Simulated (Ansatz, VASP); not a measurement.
## One calculation of SrO, two programs

Contents of INCAR:

```
PREC = Accurate ; ENCUT = 520
EDIFF = 1E-6 ; ISMEAR = -1
SIGMA = 0.05 ; LREAL = F
LASPH = T ; NELM = 60
ALGO = Normal ; ISIF = 2
LWAVE = F ; LCHARG = F
GGA = PE
```

File KPOINTS:

```
Automatic mesh
0
Gamma
  9 9 9
```

The input POSCAR:

```
SrO
1.0
    0.0000000000      2.5663000000      2.5663000000
    2.5663000000      0.0000000000      2.5663000000
    2.5663000000      2.5663000000      0.0000000000
Sr O
1 1
Direct
    0.5000000000      0.5000000000      0.5000000000
    0.0000000000      0.0000000000      0.0000000000
```

The input KPOINTS_OPT:

```
path GXWKGLUWLK,UX
20
line-mode
reciprocal
 0.0000000000  0.0000000000  0.0000000000  G
 0.5000000000  0.0000000000  0.5000000000  X

 0.5000000000  0.0000000000  0.5000000000  X
 0.5000000000  0.2500000000  0.7500000000  W

 0.5000000000  0.2500000000  0.7500000000  W
 0.3750000000  0.3750000000  0.7500000000  K

 0.3750000000  0.3750000000  0.7500000000  K
 0.0000000000  0.0000000000  0.0000000000  G

 0.0000000000  0.0000000000  0.0000000000  G
 0.5000000000  0.5000000000  0.5000000000  L

 0.5000000000  0.5000000000  0.5000000000  L
 0.6250000000  0.2500000000  0.6250000000  U

 0.6250000000  0.2500000000  0.6250000000  U
 0.5000000000  0.2500000000  0.7500000000  W

 0.5000000000  0.2500000000  0.7500000000  W
 0.5000000000  0.5000000000  0.5000000000  L

 0.5000000000  0.5000000000  0.5000000000  L
 0.3750000000  0.3750000000  0.7500000000  K

 0.6250000000  0.2500000000  0.6250000000  U
 0.5000000000  0.0000000000  0.5000000000  X
```

Contents of input.yaml:

```yaml
crystal:
  lattice:
    - [0.0, 2.5663, 2.5663]
    - [2.5663, 0.0, 2.5663]
    - [2.5663, 2.5663, 0.0]
  atoms:
    - { symbol: Sr, position: [0.5, 0.5, 0.5] }
    - { symbol: O, position: [0.0, 0.0, 0.0] }
hamiltonian:
  xc: pbe
  pseudopotentials: { kind: paw }
kpoints:
  mp_grid: { grid: [9, 9, 9] }
  band_path:
    path:
      - [[0.0, 0.0, 0.0], [0.5, 0.0, 0.5], [0.5, 0.25, 0.75], [0.375, 0.375, 0.75], [0.0, 0.0, 0.0], [0.5, 0.5, 0.5], [0.625, 0.25, 0.625], [0.5, 0.25, 0.75], [0.5, 0.5, 0.5], [0.375, 0.375, 0.75]]
      - [[0.625, 0.25, 0.625], [0.5, 0.0, 0.5]]
    npoints: 14
scf:
  occupations: { method: fermi_dirac, width: 0.05 }
  n_extra_bands: 6
output:
  forces: true
  stress: true
  eigenvalues: true
  fatbands: false
```

Alike in both runs: task band structure; functional PBE; k mesh 9 × 9 × 9; occupations fermi-dirac, width 0.05 eV; no spin polarisation.

|  | VASP | Ansatz |
| --- | --- | --- |
| version | VASP 6.6.1 | Ansatz 0.2.0 |
| potentials or method | VASP PAW PBE potentials, release 64 (Sr_sv, O) | Ansatz PAW |
| plane-wave cutoff (eV) | 520 | 420 |
| valence electrons in the cell | 16 | 16 |

|  | VASP | Ansatz | Ansatz less VASP |
| --- | --- | --- | --- |
| gap on the k mesh at the Fermi level (eV) | 3.32 | 3.37 | +0.049 |
| least direct gap on the mesh (eV) | 3.41 | 3.45 | +0.038 |
| gap along the band path (eV) | 3.26 | 3.31 | +0.049 |
| pressure (GPa) | 3.9 | 3.3 | -0.60 |

Caveats: the k mesh misses the band edges, so the gap on the mesh is wider than the one along the path (Ansatz); the pressure holds a Pulay correction of +0.4 GPa for the finite cutoff (Ansatz).
